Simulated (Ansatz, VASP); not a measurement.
## Two plane-wave programs on Tl

File INCAR:

```
PREC     = Accurate       # precision mode
ENCUT    = 520            # plane-wave cutoff, eV
EDIFF    = 1E-8           # SCF threshold, eV
ISMEAR   = -1             # smearing method
SIGMA    = 0.05           # smearing width, eV
LREAL    = False          # projectors in reciprocal space
LASPH    = True           # aspherical terms in the spheres
NELM     = 100            # most SCF steps
ALGO     = Normal         # electronic algorithm
ISIF     = 2              # what is computed and relaxed
LWAVE    = False          # write WAVECAR
LCHARG   = False          # write CHGCAR
GGA      = PE             # functional
LEFG     = True         
NBANDS   = 12             # bands
```

KPOINTS

```
Automatic mesh
0
Gamma
  14 14 14
```

POSCAR

```
Tl
1.0
    0.0000000000      2.1793381662      2.1793381662
    2.1793381662      0.0000000000      2.1793381662
    2.1793381662      2.1793381662      0.0000000000
Tl
1
Direct
    0.0000000000      0.0000000000      0.0000000000
```

Input for Ansatz:

```yaml
crystal:
  lattice:
    - [0.0, 2.1793381662, 2.1793381662]
    - [2.1793381662, 0.0, 2.1793381662]
    - [2.1793381662, 2.1793381662, 0.0]
  atoms:
    - { symbol: Tl, position: [0.0, 0.0, 0.0] }
kpoints:
  mp_grid: { grid: [14, 14, 14] }
scf:
  occupations: { method: fermi_dirac, width: 0.05 }
hamiltonian:
  xc: pbe
  pseudopotentials: { kind: paw }
output:
  forces: true
  stress: true
  eigenvalues: true
  efg: { contact_densities: true }
```

Change from the starting cell: volume scaled by 1.02, PAW files.

Alike in both runs: task electric field gradients; functional PBE; k mesh 14 × 14 × 14; occupations fermi-dirac, width 0.05 eV; no spin polarisation.

|  | VASP | Ansatz |
| --- | --- | --- |
| version | VASP 6.6.1 | Ansatz 0.2.0 |
| potentials or method | VASP PAW PBE potentials, release 64 (Tl_d) | PAW with Ansatz's default frozen-core files, scalar-relativistic |
| plane-wave cutoff (eV) | 520 | 420 |
| valence electrons in the cell | 13 | 13 |

Ansatz gave:

* pressure (GPa): 33.9
* Vzz of the field gradient on the site that differs most (V/Å²): 0.0

**Question.** Which values does VASP return?

**Answer.** Pressure (GPa): 33.8; Vzz of the field gradient on the site that differs most (V/Å²): 0.0.

Ansatz warned: «gradients_without_spin_orbit».

Caveats: so large a pressure means that the cell lies far from this level's equilibrium, or that cutoff or potentials fall short (VASP). The runs have no spin-orbit coupling, so splittings on Tl are missing.
